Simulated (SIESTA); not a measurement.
Ti under changes of volume

One of the cells (17.020 Å³/atom); the others are scaled copies at fixed shape and fractional positions:

```
CELL_PARAMETERS angstrom
4.56737 0.00000 0.00000
-2.28369 3.95546 0.00000
0.00000 0.00000 2.82624
ATOMIC_POSITIONS crystal
Ti 0.66667 0.33333 0.50000
Ti 0.33333 0.66667 0.50000
Ti 0.00000 0.00000 0.00000
```

This isn't the form of Ti at room conditions, which is hcp.

| Property | Result |
| --- | --- |
| Program | SIESTA 5.4.2 |
| Functional | PBEsol |
| Potentials or basis | PseudoDojo 0.4 standard (PBEsol files) |
| Basis | DZP (energy shift 0.003 Ry; two zetas on semicore shells) |
| Grid cutoff | 800 Ry |
| Energy shift | 0.003 Ry |
| k mesh | 7 × 7 × 9 |
| Occupations | fermi-dirac, width 0.05 eV |
| Spin | no spin polarisation |

```tsv
volume (Å³/atom)	energy over the lowest point (meV/atom)	pressure (GPa)
15.999	?	?
16.339	0.51	1.6
16.679	0.00	-1.0
17.020	4.66	-3.3
17.360	14.03	-5.5
17.701	27.80	-7.4
18.041	45.51	-9.2
```

Task: What does the run at 15.999 Å³/atom give?

Result: Energy over the lowest point 6.79 meV/atom; pressure 4.4 GPa.

Worked out: A Birch-Murnaghan fit of order 3 (a polynomial in V^(-2/3)) to the other rows has its minimum at 16.54 Å³/atom with B0 = V·E''(V) = 122 GPa and B' = 3.1 at fixed shape and positions, which overstates the stiffness. It gives 6.62 meV/atom at 15.999 Å³/atom, against the run's 6.79, and -dE/dV = 4.3 GPa, against 4.4.

Energies are extrapolated to zero smearing.

Caveats: the basis of atomic orbitals isn't converged, which shifts pressures, moduli and gaps.
